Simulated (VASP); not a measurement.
Wanted: the native input for a VASP 6.6.1 run.

* Task: relaxation of cell and atoms
* Functional: PBEsol
* Potentials or basis: VASP PAW PBE potentials, release 64 (Al, N)
* Cutoff: 600 eV
* k mesh: 9 × 9 × 6
* Occupations: gaussian, width 0.01 eV
* Spin: no spin polarisation
* Dipole correction: no
* Further INCAR settings: ALGO = Fast; EDIFF = 1e-06; IBRION = 2; EDIFFG = -0.001; NSW = 80; ISIF = 3

The structure of AlN lies in POSCAR:

```
AlN
1.0
    3.1138126630      0.0000000000      0.0000000000
   -1.5569063315      2.6966408688      0.0000000000
    0.0000000000      0.0000000000      4.9833864622
Al N
2 2
Direct
    0.3333333333      0.6666666667     -0.0009968572
    0.6666666667      0.3333333333      0.4990031428
    0.3333333333      0.6666666667      0.3809968572
    0.6666666667      0.3333333333      0.8809968572
```

The cell isn't the ideal one: cell and atoms relaxed tightly for response.

These files were run (other wordings do the same):

INCAR

```
  PREC = Accurate
  ENCUT = 600
  EDIFF = 1E-6
  ISMEAR = 0
  SIGMA = 0.01
  LREAL = False
  LASPH = True
  NELM = 100
  ALGO = Fast
  ISIF = 3
  LWAVE = False
  LCHARG = False
  GGA = PS
  IBRION = 2
  NSW = 80
  EDIFFG = -0.001
```

KPOINTS

```
Automatic mesh
0
Gamma
  9 9 6
```

Potentials or basis: VASP PAW PBE potentials, release 64 (Al, N).

Launch:

```sh
$ cat potpaw_PBE.64/Al/POTCAR potpaw_PBE.64/N/POTCAR > POTCAR
$ mpirun -np 1 vasp_std > vasp.out
```

It gave:

- Relaxed volume: 10.45 Å³/atom
- Relaxed cell: a = 3.113 Å, b = 3.113 Å, c = 4.982 Å, α = 90.00°, β = 90.00°, γ = 120.00°
- Space group after relaxing (to 0.05 Å): P6_3mc (No. 186)
- Energy gained by relaxing: 0.0 meV/atom
- Ionic steps: 19
- Pressure after relaxing: 0.0 GPa
- Band gap on the k mesh: 4.12 eV, direct

Caveat: the PAW data sets were made with another functional, which shifts forces and pressure a little; an odd mesh through Γ misses points on the zone boundary, where band edges often lie.

Run time: 60 s on 1 thread of Intel(R) Xeon(R) 6975P-C (Granite Rapids) (shared host), peak memory 0.18 GiB.
